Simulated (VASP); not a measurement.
# CoO (I4/mmm) in VASP: a series of runs

Runs on CoO. Level: LDA+U. Tasks: single point.

Program: VASP 6.6.1. These are calculated values, not measurements. Logs are shortened: lines on timing, memory, paths and dates and some standing lists are left out, and cuts for length are marked.

### Step 1. The structure

The structure is tetragonal, space group I4/mmm (No. 139). The conventional cell has a = 3.016 Å, b = 3.016 Å, c = 4.215 Å, α = 90.00°, β = 90.00°, γ = 90.00°. Co (site symmetry 4/mmm) is surrounded by 6 O at 2.11 to 2.13 Å. Around O (site symmetry 4/mmm) lie 6 Co at 2.11 to 2.13 Å.

### Step 2. Single point, LDA+U, collinear spin, ferromagnetic start

The input, INCAR:

```
SYSTEM = CoO
ALGO = Normal ; EDIFF = 1E-6
ENCUT = 520 ; ISIF = 2
ISMEAR = 0 ; ISPIN = 2
LASPH = .True. ; LCHARG = .False.
LDAU = .True. ; LDAUJ = 0 0
LDAUL = 2 -1 ; LDAUPRINT = 1
LDAUTYPE = 2 ; LDAUU = 3 0
LMAXMIX = 4 ; LORBIT = 11
LREAL = .False. ; LWAVE = .False.
MAGMOM = 2 0 ; NELM = 120
PREC = Accurate ; SIGMA = 0.05
```

The input, KPOINTS:

```
k-points
0
Gamma
  9 9 9
  0 0 0
```

The input, POSCAR:

```
CoO
1.0
   -1.5080004400      1.5080004400      2.1072503600
    1.5080004400     -1.5080004400      2.1072503600
    1.5080004400      1.5080004400     -2.1072503600
Co O
1 1
Direct
    0.0000000000      0.0000000000      0.0000000000
    0.5000000000      0.5000000000      0.0000000000
```

Potentials or basis: VASP PAW LDA potentials, release 64 (Co, O).

On the command line:

```sh
$ cat potpaw_LDA.64/Co/POTCAR potpaw_LDA.64/O/POTCAR > POTCAR
$ mpirun -np 1 vasp_std > vasp.out
```

OUTCAR:

```text
SYSTEM = CoO
   EDIFF = 1E-6
   ENCUT = 520
   ISIF = 2
   ISMEAR = 0
   ISPIN = 2
   LASPH = .True.
   LORBIT = 11
   LREAL = .False.
   NELM = 120
   PREC = Accurate

 ion  position               nearest neighbor table
   1  0.000  0.000  0.000-   2 2.11   2 2.11   2 2.13   2 2.13   2 2.13   2 2.13
   2  0.500  0.500  0.000-   1 2.11   1 2.11   1 2.13   1 2.13   1 2.13   1 2.13

  LATTYP: Found a body centered tetragonal cell.
 ALAT       =     3.0160008800
 C/A-ratio  =     1.3973804676

  Lattice vectors:

 A1 = (  -1.5080004400,   1.5080004400,   2.1072503600)
 A2 = (   1.5080004400,  -1.5080004400,   2.1072503600)
 A3 = (   1.5080004400,   1.5080004400,  -2.1072503600)

Analysis of symmetry for initial positions (statically):
=====================================================================
 Subroutine PRICEL returns:
 Original cell was already a primitive cell.

 Routine SETGRP: Setting up the symmetry group for a
 body centered tetragonal supercell.

 Subroutine GETGRP returns: Found 16 space group operations
 (whereof 16 operations were pure point group operations)
 out of a pool of 16 trial point group operations.

The static configuration has the point symmetry D_4h.

Analysis of symmetry for dynamics (positions and initial velocities):
=====================================================================
 Subroutine PRICEL returns:
 Original cell was already a primitive cell.

 Routine SETGRP: Setting up the symmetry group for a
 body centered tetragonal supercell.

 Subroutine GETGRP returns: Found 16 space group operations
 (whereof 16 operations were pure point group operations)
 out of a pool of 16 trial point group operations.

The dynamic configuration has the point symmetry D_4h.

Analysis of structural, dynamic, and magnetic symmetry:
=====================================================================
 Subroutine PRICEL returns:
 Original cell was already a primitive cell.

 Routine SETGRP: Setting up the symmetry group for a
 body centered tetragonal supercell.

 Subroutine GETGRP returns: Found 16 space group operations
 (whereof 16 operations were pure point group operations)
 out of a pool of 16 trial point group operations.

The overall configuration has the point symmetry D_4h.

 Subroutine INISYM returns: Found 16 space group operations
 (whereof 16 operations are pure point group operations),
 and found     1 'primitive' translations
[... 177 lines left out ...]
  o =  0.9670  v =  0.0000 -0.0169 -0.0000  0.9999  0.0000  0.0000  0.0000  0.0000  0.0000  0.0000      0.0000  0.0000  0.0000  0.0000  0.0000  0.0000  0.0000  0.0000  0.0000  0.0000
  o =  1.0094  v =  1.0000  0.0000  0.0000  0.0000  0.0000  0.0000  0.0000  0.0000  0.0000  0.0000      0.0000  0.0000  0.0000  0.0000  0.0000  0.0000  0.0000  0.0000  0.0000  0.0000
  o =  1.0133  v =  0.0000  0.0000  1.0000  0.0000 -0.0000  0.0000  0.0000  0.0000  0.0000  0.0000      0.0000  0.0000  0.0000  0.0000  0.0000  0.0000  0.0000  0.0000  0.0000  0.0000

 number of electron      15.0000006 magnetization       3.0003756

 Free energy of the ion-electron system (eV)
  ---------------------------------------------------
  ext. energy  EPLUGINS =         0.00000000
  ---------------------------------------------------
  free energy    TOTEN  =       -13.10939198 eV

  energy without entropy =      -13.10658499  energy(sigma->0) =      -13.10798848

 E-fermi :   7.5049     XC(G=0): -12.9192

 val. band max:        7.5042872165   @ k =   0.3333   0.2222  -0.0000
 cond. band min:       7.5067865487   @ k =   0.4444   0.0000  -0.0000
 fundamental gap:      0.0024993323
 Fermi energy:         7.5049376426

 spin component 1

 k-point     1 :       0.0000    0.0000    0.0000
  band No.  band energies     occupation
      1     -12.1668      1.00000
      2       2.6697      1.00000
      3       2.8864      1.00000
      4       2.8864      1.00000
      5       3.1234      1.00000
      6       3.7217      1.00000
      7       4.5984      1.00000
      8       4.7455      1.00000
      9       4.7455      1.00000
     10       8.8045      0.00000
     11      24.4153      0.00000
     12      24.7518      0.00000
[... 697 lines left out ...]
      1     -10.2121      1.00000
      2       1.3914      1.00000
      3       3.3071      1.00000
      4       3.8379      1.00000
      5       5.7827      1.00000
      6       6.5413      1.00000
      7       7.7394      0.00000
      8       8.7485      0.00000
      9       9.4459      0.00000
     10      14.6119      0.00000
     11      17.9490      0.00000
     12      19.5841      0.00000

 [... further k-points ...]

------------------------ aborting loop because EDIFF is reached ----------------------------------------

  FORCE on cell =-STRESS in cart. coord.  units (eV):
  Direction    XX          YY          ZZ          XY          YZ          ZX
  --------------------------------------------------------------------------------------
  -------------------------------------------------------------------------------------
  Total       -1.6439894     -1.6439894     -2.6134836      0.0000000      0.0000000      0.0000000
  in kB     -137.4138601   -137.4138601   -218.4496183      0.0000000      0.0000000      0.0000000
  external PRESSURE =    -164.4257795 kB  Pullay stress =       0.0000000 kB

 VOLUME and BASIS-vectors are now :
 -----------------------------------------------------------------------------
  energy-cutoff  :      520.00
  volume of cell :       19.17
      direct lattice vectors                 reciprocal lattice vectors
    -1.508000440  1.508000440  2.107250360     0.000000000  0.331564890  0.237276030
     1.508000440 -1.508000440  2.107250360     0.331564890  0.000000000  0.237276030
     1.508000440  1.508000440 -2.107250360     0.331564890  0.331564890  0.000000000

 POSITION                                       TOTAL-FORCE (eV/Angst)
 -----------------------------------------------------------------------------------
      0.00000      0.00000      0.00000         0.000000     -0.000000      0.000000
      0.00000      0.00000      2.10725        -0.000000      0.000000      0.000000
 -----------------------------------------------------------------------------------
    total drift:                               -0.000000      0.000000     -0.000000

  FREE ENERGIE OF THE ION-ELECTRON SYSTEM (eV)
  ---------------------------------------------------
  free  energy   TOTEN  =       -13.1093919780 eV

  energy  without entropy=      -13.1065849862  energy(sigma->0) =      -13.10798848

 total charge

# of ion       s       p       d       tot
------------------------------------------
    1        0.307   0.375   7.159   7.840
    2        1.539   3.423   0.000   4.962
--------------------------------------------------
tot          1.846   3.798   7.159  12.802

 magnetization (x)

# of ion       s       p       d       tot
------------------------------------------
    1        0.018   0.018   2.657   2.693
    2        0.025   0.249   0.000   0.274
--------------------------------------------------
tot          0.043   0.267   2.657   2.967
```

OSZICAR:

```text
N       E                     dE             d eps       ncg     rms          rms(c)
DAV:   1     0.845206803552E+02    0.84521E+02   -0.73238E+03  3692   0.146E+03
DAV:   2    -0.819150869847E+01   -0.92712E+02   -0.82774E+02  3816   0.279E+02
DAV:   3    -0.146026668214E+02   -0.64112E+01   -0.62006E+01  4056   0.861E+01
DAV:   4    -0.146940252201E+02   -0.91358E-01   -0.91242E-01  4084   0.101E+01
DAV:   5    -0.146960680793E+02   -0.20429E-02   -0.20428E-02  4124   0.157E+00    0.171E+01
DAV:   6    -0.133565185473E+02    0.13395E+01   -0.20743E+01  4356   0.917E+01    0.189E+01
DAV:   7    -0.129850566319E+02    0.37146E+00   -0.45064E+00  4320   0.568E+01    0.835E+00
DAV:   8    -0.130536131538E+02   -0.68557E-01   -0.54159E-01  4628   0.117E+01    0.512E+00
DAV:   9    -0.130432295563E+02    0.10384E-01   -0.24564E-01  5012   0.135E+01    0.139E+00
DAV:  10    -0.130789361532E+02   -0.35707E-01   -0.81108E-02  4768   0.925E+00    0.620E-01
DAV:  11    -0.131083958702E+02   -0.29460E-01   -0.37855E-02  5088   0.411E+00    0.326E-01
DAV:  12    -0.131089203011E+02   -0.52443E-03   -0.19140E-03  4140   0.726E-01    0.195E-01
DAV:  13    -0.131093757501E+02   -0.45545E-03   -0.13683E-03  5128   0.102E+00    0.472E-02
DAV:  14    -0.131093940057E+02   -0.18256E-04   -0.14865E-04  3756   0.148E-01    0.207E-02
DAV:  15    -0.131093898648E+02    0.41409E-05   -0.15638E-05  4940   0.723E-02    0.147E-02
DAV:  16    -0.131093916358E+02   -0.17710E-05   -0.55472E-06  3716   0.722E-02    0.618E-03
DAV:  17    -0.131093919780E+02   -0.34215E-06   -0.17855E-06  2308   0.163E-02
   1 F= -.13109392E+02 E0= -.13107988E+02  d E =-.280699E-02  mag=     3.0001
```

Run time: 28 s. Hardware: 1 thread of Intel Xeon Platinum 8375C at 2.90GHz (Ice Lake), shared host; peak memory 0.15 GiB.

Results:

- Free energy: -13.1094 eV
- Pressure: -16.4 GPa
- Band gap on the k mesh: none (metal or under the smearing width)
- Net moment: 3.00 μB per cell
- Site moments: Co +2.69; O +0.27 μB
- Valence electrons inside the program's atomic spheres: Co 7.84; O 4.96

Eigenvalues of the final occupation matrices:
| site | spin | trace | eigenvalues |
| --- | --- | --- | --- |
| site 1 d | 1 | 4.92 | 0.96 0.97 0.97 1.01 1.01 |
| site 1 d | 2 | 2.26 | 0.15 0.18 0.49 0.49 0.95 |

Caveat: a cell with one magnetic atom can't hold antiferromagnetic order, which such compounds often take. The state reached can hang on the start; a lower one may exist.

### Step 3. Single point, LDA+U, collinear spin, antiferromagnetic start

This run uses another cell than the first one: it holds 4 atoms, not 2.

The input, INCAR:

```
PREC = Accurate
ENCUT = 520
EDIFF = 1E-7
ISMEAR = 0
SIGMA = 0.05
LREAL = F
LASPH = T
NELM = 100
ALGO = Fast
ISIF = 2
LWAVE = F
LCHARG = F
ISPIN = 2
MAGMOM = 2 -2 0 0
LORBIT = 11
LMAXMIX = 4
LDAU = T
LDAUTYPE = 2
LDAUL = 2 -1
LDAUU = 3 0
LDAUJ = 0 0
LDAUPRINT = 1
NBANDS = 27
```

The input, KPOINTS:

```
regular mesh
0
Gamma
  8 8 8
```

The input, POSCAR:

```
CoO
1.0
   -1.5080004400      1.5080004400      2.1072503600
    1.5080004400     -1.5080004400      2.1072503600
    3.0160008800      3.0160008800     -4.2145007200
Co O
2 2
Direct
    0.0000000000      0.0000000000      0.0000000000
    0.0000000000      0.0000000000      0.5000000000
    0.5000000000      0.5000000000      0.0000000000
    0.5000000000      0.5000000000      0.5000000000
```

Potentials or basis: VASP PAW LDA potentials, release 64 (Co, O).

On the command line:

```sh
$ cat potpaw_LDA.64/Co/POTCAR potpaw_LDA.64/O/POTCAR > POTCAR
$ mpirun -np 1 vasp_std > vasp.out
```

Run time: 6.2 min. Hardware: 1 thread of Intel Xeon Platinum 8375C at 2.90GHz (Ice Lake), shared host; peak memory 0.27 GiB.

It converged, with:

```
Free energy                                           : -26.5567 eV
Pressure                                              : -13.1 GPa
Band gap on the k mesh                                : none (metal or under the smearing width)
Net moment                                            : 0.00 μB per cell
Site moments                                          : Co +2.62, -2.62; O +0.14, -0.14 μB
Valence electrons inside the program's atomic spheres : Co 7.86; O 4.96
```

Stress tensor (GPa, compression positive):
```
-11.47   5.46   0.00
  5.46 -11.47   0.00
  0.00   0.00 -16.30
```

Levels at points of the mesh, in eV from the Fermi level:
Spin up:
| k point | band 12 | band 13 | band 14 | band 15 | band 16 | band 17 | band 18 | band 19 |
| --- | --- | --- | --- | --- | --- | --- | --- | --- |
| (0.00, 0.00, 0.00) | -2.43 | -2.31 | -1.14 | -1.13 | -0.44 | 0.80 | 1.71 | 2.01 |
| (0.50, 0.00, 0.00) | -1.41 | -0.80 | 0.04 | 0.36 | 1.29 | 3.17 | 3.88 | 5.44 |
| (0.50, 0.50, 0.00) | -3.52 | -3.29 | -1.35 | -1.34 | 1.42 | 1.51 | 2.11 | 6.21 |
| (0.00, 0.00, 0.50) | -1.86 | -1.83 | -0.75 | -0.74 | -0.48 | 0.79 | 2.26 | 5.29 |
| (0.50, 0.00, 0.50) | -1.78 | -1.24 | -0.54 | -0.37 | 1.28 | 2.23 | 3.15 | 6.99 |
| (0.50, 0.50, 0.50) | -2.48 | -1.36 | -1.13 | -1.13 | 1.42 | 1.51 | 2.92 | 8.42 |
Spin down:
```tsv
k point	band 12	band 13	band 14	band 15	band 16	band 17	band 18	band 19
(0.00, 0.00, 0.00)	-2.43	-2.31	-1.14	-1.13	-0.44	0.80	1.71	2.01
(0.50, 0.00, 0.00)	-1.41	-0.80	0.04	0.36	1.29	3.17	3.88	5.44
(0.50, 0.50, 0.00)	-3.52	-3.29	-1.35	-1.34	1.42	1.51	2.11	6.21
(0.00, 0.00, 0.50)	-1.86	-1.83	-0.75	-0.74	-0.48	0.79	2.26	5.29
(0.50, 0.00, 0.50)	-1.78	-1.24	-0.54	-0.37	1.28	2.23	3.15	6.99
(0.50, 0.50, 0.50)	-2.48	-1.36	-1.13	-1.13	1.42	1.51	2.92	8.42
```

Eigenvalues of the final occupation matrices:
| site | spin | trace | eigenvalues |
| --- | --- | --- | --- |
| site 1 d | 1 | 4.89 | 0.96 0.96 0.97 0.98 1.01 |
| site 1 d | 2 | 2.32 | 0.12 0.13 0.17 0.95 0.95 |
| site 2 d | 1 | 2.32 | 0.12 0.13 0.17 0.95 0.95 |
| site 2 d | 2 | 4.89 | 0.96 0.96 0.97 0.98 1.01 |

The state reached can hang on the start; a lower one may exist.

### Step 4. Single point, LDA+U, collinear spin, ferrimagnetic start

This run uses another cell than the first one: it holds 4 atoms, not 2.

The input, INCAR:

```
ALGO     = Normal         # electronic algorithm
EDIFF    = 1E-6           # SCF threshold, eV
ENCUT    = 520            # plane-wave cutoff, eV
ISIF     = 2              # what is computed and relaxed
ISMEAR   = 0              # smearing method
ISPIN    = 2              # spin polarisation
LASPH    = True           # aspherical terms in the spheres
LCHARG   = True           # write CHGCAR
LDAU     = True           # DFT+U
LDAUJ    = 0 0          
LDAUL    = 2 -1           # shell
LDAUPRINT= 1            
LDAUTYPE = 2            
LDAUU    = 3 0            # U, eV
LELF     = True           # ELF
LMAXMIX  = 4              # l up to which the mixer works
LORBIT   = 11             # projections on sites
LREAL    = False          # projectors in reciprocal space
LVHAR    = True         
LWAVE    = False          # write WAVECAR
MAGMOM   = 2 -1 0 0       # initial moments
NELM     = 120            # most SCF steps
PREC     = Accurate       # precision mode
SIGMA    = 0.05           # smearing width, eV
```

The input, KPOINTS:

```
k-points
0
Gamma
  6 6 5
```

The input, POSCAR:

```
CoO
1.0
    3.0160008800      0.0000000000      0.0000000000
    0.0000000000      3.0160008800      0.0000000000
    0.0000000000      0.0000000000      4.2145007200
Co O
2 2
Direct
    0.0000000000      0.0000000000      0.0000000000
    0.5000000000      0.5000000000      0.5000000000
    0.0000000000      0.0000000000      0.5000000000
    0.5000000000      0.5000000000      0.0000000000
```

On the command line:

```sh
$ cat potpaw_LDA.64/Co/POTCAR potpaw_LDA.64/O/POTCAR > POTCAR
$ mpirun -np 1 vasp_std > vasp.out
```

Wall time 1.9 min (1 thread of Intel Xeon Platinum 8375C at 2.90GHz (Ice Lake), shared host); peak memory 0.16 GiB.

Results (log left out):

```
Free energy                                           : -25.9820 eV
Pressure                                              : -16.0 GPa
Band gap on the k mesh                                : none (metal or under the smearing width)
Net moment                                            : 0.00 μB per cell
Site moments                                          : Co +2.57, -2.57; O -0.04, +0.04 μB
Valence electrons inside the program's atomic spheres : Co 7.87; O 4.95
```

Stress tensor (GPa, compression positive):
```
-15.20   0.00   0.00
  0.00 -15.20   0.00
  0.00   0.00 -17.72
```

Levels at points of the mesh, in eV from the Fermi level:
Spin up:
```tsv
k point	band 12	band 13	band 14	band 15	band 16	band 17	band 18	band 19
(0.00, 0.00, 0.00)	-2.54	-2.54	-2.28	-0.22	-0.22	1.35	1.51	1.65
(0.50, 0.00, 0.00)	-2.11	-0.75	-0.25	-0.09	0.13	1.64	3.60	6.88
(0.50, 0.50, 0.00)	-3.17	-2.46	-0.71	-0.59	-0.59	1.46	2.07	6.16
```
Spin down:
| k point | band 11 | band 12 | band 13 | band 14 | band 15 | band 16 | band 17 | band 18 | band 19 | band 20 |
| --- | --- | --- | --- | --- | --- | --- | --- | --- | --- | --- |
| (0.00, 0.00, 0.00) | -2.67 | -2.54 | -2.54 | -2.28 | -0.22 | -0.22 | 1.35 | 1.51 | 1.65 | 6.53 |
| (0.50, 0.00, 0.00) | -2.37 | -2.11 | -0.75 | -0.25 | -0.09 | 0.13 | 1.64 | 3.60 | 6.88 | 7.00 |
| (0.50, 0.50, 0.00) | -3.74 | -3.17 | -2.46 | -0.71 | -0.59 | -0.59 | 1.46 | 2.07 | 6.16 | 6.82 |

Eigenvalues of the final occupation matrices:
| site | spin | trace | eigenvalues |
| --- | --- | --- | --- |
| site 1 d | 1 | 4.88 | 0.96 0.97 0.97 0.98 1.00 |
| site 1 d | 2 | 2.34 | 0.13 0.15 0.55 0.55 0.95 |
| site 2 d | 1 | 2.35 | 0.13 0.15 0.55 0.55 0.96 |
| site 2 d | 2 | 4.88 | 0.96 0.97 0.97 0.98 1.00 |

The state reached can hang on the start; a lower one may exist.

### Step 5. Overview

```csv
spin,k mesh,further INCAR settings,supercell matrix,gap on the mesh (eV),pressure (GPa),moment (μB)
"collinear, ferromagnetic start",9 × 9 × 9,ALGO = Normal; EDIFF = 1e-06,-,none,-16.4,3.00
"collinear, antiferromagnetic start",8 × 8 × 8,ALGO = Fast; EDIFF = 1e-07; NBANDS = 27,"[1, 0, 0, 0, 1, 0, 0, 0, 2]",none,-13.1,0.00
"collinear, ferrimagnetic start",6 × 6 × 5,ALGO = Normal; EDIFF = 1e-06,"[0, 1, 1, 1, 0, 1, 1, 1, 0]",none,-16.0,0.00
```

Alike in all rows: task single point; level LDA+U; potentials or basis VASP PAW LDA potentials, release 64 (Co, O); Co d U = 3 eV; cell as given; cutoff (eV) 520; smearing gaussian 0.05 eV.

Every run on the cell as given and a fine mesh finds a metal.

Caveats: a cell with one magnetic atom can't hold antiferromagnetic order, which such compounds often take (some runs).

Total energies depend on the potentials used, so only differences within one code and one set of settings carry meaning.
